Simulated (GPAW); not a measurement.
A run of GPAW 26.7.0 is set up as follows.

run.py

```python
from ase.eos import EquationOfState
from ase.io import Trajectory
from ase.spacegroup import crystal
from ase.units import GPa
from gpaw import GPAW, PW, setup_paths

setup_paths.insert(0, '.')

# Pb 4a
# Se 4b
atoms = crystal(['Pb', 'Se'],
                basis=[[0.0, 0.0, 0.0],
                       [0.5, 0.0, 0.0]],
                spacegroup=225, setting=1,  # Fm-3m
                cellpar=[6.1213, 6.1213, 6.1213, 90.0, 90.0, 90.0],
                primitive_cell=True)

traj = Trajectory('eos.traj', 'w')
volumes, energies = [], []
for x in [0.94, 0.96, 0.98, 1.0, 1.02, 1.04, 1.06]:
    a = atoms.copy()
    a.set_cell(atoms.cell * x**(1 / 3), scale_atoms=True)
    calc = GPAW(mode=PW(600),
                xc='LDA',
                kpts={'size': (6, 6, 6), 'gamma': True},
                occupations={'name': 'fermi-dirac', 'width': 0.05},
                nbands=19,
                convergence={'density': 1e-05, 'energy': 1e-05},
                maxiter=150,
                txt=f'eos-{x:.2f}.txt')
    a.calc = calc
    energies.append(a.get_potential_energy(force_consistent=True))
    volumes.append(a.get_volume())
    p = -a.get_stress()[:3].mean() / GPa
    calc.write(f'eos-{x:.2f}.gpw')
    traj.write(a)
    print(f'{x:.2f} {volumes[-1]:10.4f} A^3 {energies[-1]:14.6f} eV {p:9.3f} GPa', flush=True)

v0, e0, B = EquationOfState(volumes, energies, eos='birchmurnaghan').fit()
print(f'V0 = {v0:.4f} A^3, E0 = {e0:.6f} eV, B0 = {B / GPa:.2f} GPa')
```

Potentials or basis: PAW data sets generated in the run's folder for this functional, pw.

Run with:

```sh
$ gpaw-setup -f LDA Pb Se
$ OMP_NUM_THREADS=1 python run.py
```

(1) Estimate the bulk modulus.

(2) Estimate the equilibrium volume.

(3) Estimate the pressure derivative of the bulk modulus.

Results:

(1) 55 GPa.

(2) 27.34 Å³/atom.

(3) 3.7.

The cell as given is a measured one (28.67 Å³/atom); LDA puts the equilibrium volume -4.6 % from it, thermal expansion not counted.
